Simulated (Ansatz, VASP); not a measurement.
# KTaO3 in VASP and in Ansatz

The input INCAR:

```
  PREC = Accurate
  ENCUT = 520
  EDIFF = 1E-7
  ISMEAR = -1
  SIGMA = 0.02
  LREAL = F
  LASPH = T
  NELM = 80
  ALGO = Normal
  ISIF = 2
  LWAVE = F
  LCHARG = F
  GGA = PE
  NBANDS = 27
```

Contents of KPOINTS:

```
regular mesh
0
Gamma
  6 6 6
```

The input POSCAR:

```
KTaO3
1.0
    4.0300324140      0.0000000000      0.0000000000
    0.0000000000      4.0300324140      0.0000000000
    0.0000000000      0.0000000000      4.0300324140
K Ta O
1 1 3
Direct
    0.0000000000      0.0000000000      0.0000000000
    0.5000000000      0.5000000000      0.5000000000
    0.5000000000      0.5000000000      0.0000000000
    0.5000000000      0.0000000000      0.5000000000
    0.0000000000      0.5000000000      0.5000000000
```

Input for Ansatz:

```yaml
crystal:
  lattice:
    - [4.030032414, 0.0, 0.0]
    - [0.0, 4.030032414, 0.0]
    - [0.0, 0.0, 4.030032414]
  atoms:
    - { symbol: K, position: [0.0, 0.0, 0.0] }
    - { symbol: Ta, position: [0.5, 0.5, 0.5] }
    - { symbol: O, position: [0.5, 0.5, 0.0] }
    - { symbol: O, position: [0.5, 0.0, 0.5] }
    - { symbol: O, position: [0.0, 0.5, 0.5] }
kpoints:
  mp_grid: { grid: [6, 6, 6] }
  band_path:
    path: [[0.0, 0.0, 0.0], [0.0, 0.5, 0.0], [0.5, 0.5, 0.0], [0.5, 0.5, 0.5]]
    npoints: 1
hamiltonian:
  xc: pbe
scf:
  occupations: { method: fermi_dirac, width: 0.02 }
  n_extra_bands: 5
output:
  forces: true
  stress: true
  eigenvalues: true
```

Change from the starting cell: hydrostatic strain +1.0%.

Alike in both runs: task single point; functional PBE; k mesh 6 × 6 × 6; occupations fermi-dirac, width 0.02 eV; no spin polarisation.

|  | VASP | Ansatz |
| --- | --- | --- |
| version | VASP 6.6.1 | Ansatz 0.2.0 |
| potentials or method | VASP PAW PBE potentials, release 64 (K_sv, Ta_pv, O) | plane waves, PAW |
| plane-wave cutoff (eV) | 520 | 420 |
| valence electrons in the cell | 38 | 40 |

Ansatz gave:

- gap on the k mesh at the Fermi level (eV): 2.15
- pressure (GPa): -0.8

Problem. Estimate VASP's values.

Solution. gap on the k mesh at the Fermi level (eV): 2.11; pressure (GPa): -0.2.

The functional is the same, so the differences come from potentials, cutoffs and numerics. The two sets of potentials don't hold the same shells in valence.

Caveats: spin-orbit coupling is left out, which moves the levels of the heavy elements. A k mesh can miss the band edges.
